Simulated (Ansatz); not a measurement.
SnO2:

```
CELL_PARAMETERS angstrom
-5.37331 5.37331 1.61623
5.37331 -5.37331 1.61623
5.37331 5.37331 -1.61623
ATOMIC_POSITIONS crystal
Sn 0.35108 0.83107 0.18214
Sn 0.83107 0.64892 0.47999
Sn 0.16893 0.35108 0.52001
Sn 0.64892 0.16893 0.81786
O 0.20560 0.15493 0.36053
O 0.84507 0.20560 0.05067
O 0.79440 0.84507 0.63947
O 0.15493 0.79440 0.94933
O 0.16104 0.54296 0.70400
O 0.54296 0.83896 0.38192
O 0.45704 0.16104 0.61808
O 0.83896 0.45704 0.29600
```

Measurements of this composition are mostly on another form, of space group No. 136.

| Item | Value |
| --- | --- |
| Program | Ansatz 0.2.0 |
| Task | relaxation of cell and atoms |
| Functional | PBEsol |
| Potentials or basis | Ansatz PAW |
| Cutoff | 420 eV (not typed: the program's choice for these potentials) |
| k mesh | 7 × 7 × 7 |
| Occupations | fermi-dirac, width 0.05 eV |
| Spin | no spin polarisation |

At the start: volume 15.55 Å³/atom.

Problem. Where does the relaxation end?

Solution. It ends after 9 steps and the volume is 15.20 Å³/atom (-2.3 %); space group I4/m (No. 87, to 0.05 Å).

The path:
| step | energy change (eV) | largest force (eV/Å) | volume (Å³) |
| --- | --- | --- | --- |
| 1 | 0.0000 | 0.5387 | 186.66 |
| 2 | -0.1149 | 0.2510 | 183.19 |
| 3 | -0.1270 | 0.1105 | 181.74 |
| 4 | -0.1268 | 0.0669 | 182.24 |
| 5 | -0.1257 | 0.0208 | 182.65 |
| 6 | -0.1260 | 0.0062 | 182.61 |
| 7 | -0.1096 | 0.0062 | 182.61 |
| 8 | -0.1107 | 0.0013 | 182.40 |
| 9 | -0.1097 | 0.0013 | 182.40 |

Final structure:
```cif
data_structure
_symmetry_space_group_name_H-M 'P 1'
_symmetry_Int_Tables_number 1
_cell_length_a 7.7206
_cell_length_b 7.7206
_cell_length_c 7.7206
_cell_angle_alpha 92.457
_cell_angle_beta 92.457
_cell_angle_gamma 156.102
_cell_volume 182.40
loop_
_atom_site_label
_atom_site_type_symbol
_atom_site_fract_x
_atom_site_fract_y
_atom_site_fract_z
_atom_site_occupancy
Sn1 Sn 0.34922 0.83402 0.18324 1
Sn2 Sn 0.83402 0.65078 0.48480 1
Sn3 Sn 0.16598 0.34922 0.51520 1
Sn4 Sn 0.65078 0.16598 0.81676 1
O1 O 0.20918 0.15592 0.36510 1
O2 O 0.84408 0.20918 0.05326 1
O3 O 0.79082 0.84408 0.63490 1
O4 O 0.15592 0.79082 0.94674 1
O5 O 0.16025 0.54117 0.70143 1
O6 O 0.54117 0.83975 0.38092 1
O7 O 0.45883 0.16025 0.61908 1
O8 O 0.83975 0.45883 0.29857 1
```

Caveat: the plane-wave basis is chosen anew once the cell has moved, so the energies of steps on either side of that aren't comparable; the pressure holds a Pulay correction of +0.7 GPa for the finite cutoff; the PAW data sets come from PBE, with cores solved anew for the run's functional, which leaves a small shift of forces and pressure.
